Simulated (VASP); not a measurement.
PbO2:

```xyz
6
Lattice="4.9950 0.0000 0.0000 0.0000 4.9950 0.0000 0.0000 0.0000 3.4090" Properties=species:S:1:pos:R:3 pbc="T T T"
Pb    2.4975    2.4975    1.7045
Pb    0.0000    0.0000    0.0000
O     3.4594    3.4594    0.0000
O     4.0331    0.9619    1.7045
O     0.9619    4.0331    1.7045
O     1.5356    1.5356    0.0000
```

The cell is a database's computed one.

```yaml
Program: VASP 6.6.1
Task: relaxation of cell and atoms
Functional: PW91
Potentials_or_basis: VASP PAW PBE potentials, release 64 (Pb_d, O)
Cutoff: 600 eV
k_mesh: 6 × 6 × 8
Occupations: fermi-dirac, width 0.05 eV
Spin: no spin polarisation
```

At the start: pressure 5.8 GPa; volume 14.18 Å³/atom.

How do energy, volume and symmetry change on relaxing?

Over 9 steps the energy falls by 10.8 meV/atom and the volume is 14.81 Å³/atom (+4.5 %); space group P4_2/mnm (No. 136, to 0.05 Å).

The path:
| step | energy change (eV) | largest force (eV/Å) | pressure (GPa) | volume (Å³) |
| --- | --- | --- | --- | --- |
| 1 | 0.0000 | 0.0574 | 5.79 | 85.05 |
| 2 | -0.0282 | 0.1289 | -3.61 | 91.52 |
| 3 | -0.0631 | 0.0584 | 0.04 | 88.65 |
| 4 | -0.0631 | 0.0564 | 0.14 | 88.58 |
| 5 | -0.0641 | 0.0220 | 0.12 | 88.67 |
| 6 | -0.0646 | 0.0196 | 0.10 | 88.79 |
| 7 | -0.0646 | 0.0049 | -0.09 | 88.93 |
| 8 | -0.0646 | 0.0074 | -0.06 | 88.91 |
| 9 | -0.0647 | 0.0007 | -0.01 | 88.87 |

Final structure:
```xyz
6
Lattice="5.0761 0.0000 0.0000 0.0000 5.0761 0.0000 0.0000 0.0000 3.4489" Properties=species:S:1:pos:R:3 pbc="T T T"
Pb    2.5381    2.5381    1.7245
Pb    0.0000    5.0761    3.4489
O     3.5137    3.5137    3.4489
O     4.1006    0.9756    1.7245
O     0.9756    4.1006    1.7245
O     1.5625    1.5625    0.0000
```

Caveat: the PAW data sets were made with another functional, which shifts forces and pressure a little.
